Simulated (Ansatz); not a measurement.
# AlCu in Ansatz: convergence with scf exx energy threshold

Crystal: AlCu.

```
CELL_PARAMETERS angstrom
0.00000 2.25677 2.25677
2.25677 0.00000 2.25677
2.25677 2.25677 0.00000
ATOMIC_POSITIONS crystal
Al 0.75000 0.75000 0.75000
Cu 0.00000 0.00000 0.00000
```

The cell was built by a generator and needn't be a form met in nature.

* Program: Ansatz 0.2.0
* Task: convergence study
* Functional: PBE0
* Potentials or basis: Ansatz PAW
* Cutoff: 420 eV (not typed: the program's choice for these potentials)
* k mesh: 5 × 5 × 5
* Occupations: gaussian, width 0.05 eV
* Spin: no spin polarisation

These are the settings of the first run; the series varies scf exx energy threshold, with any setting tied to it.

Hardware: 2 threads of AMD EPYC 9R45 96-Core Processor (Zen 5), on a shared host.

| scf exx energy threshold | energy less the tightest run, at zero smearing (meV/atom) | SCF cycles | CPU time (s) | peak memory (GiB) |
| --- | --- | --- | --- | --- |
| 0.01 | 0.00 | 33 | 8.5 | 0.64 |
| 0.001 | 0.00 | 30 | 8.6 | 0.64 |
| 0.0001 | 0.00 | 30 | 8.5 | 0.64 |
| 1e-05 | 0.00 | 29 | 7.7 | 0.65 |
| 1e-06 | 0.00 | 29 | 8.4 | 0.65 |
| 1e-07 | 0.00 | 33 | 8.9 | 0.64 |

Against the tightest run, the energy stays within 1 meV/atom from 0.01 on. The tightest run that finished is the yardstick and may itself not be fully converged.

Caveat, for the tightest run too: the k mesh is coarse (spacing up to 0.48 Å⁻¹), so the values aren't converged, least of all with exact exchange.
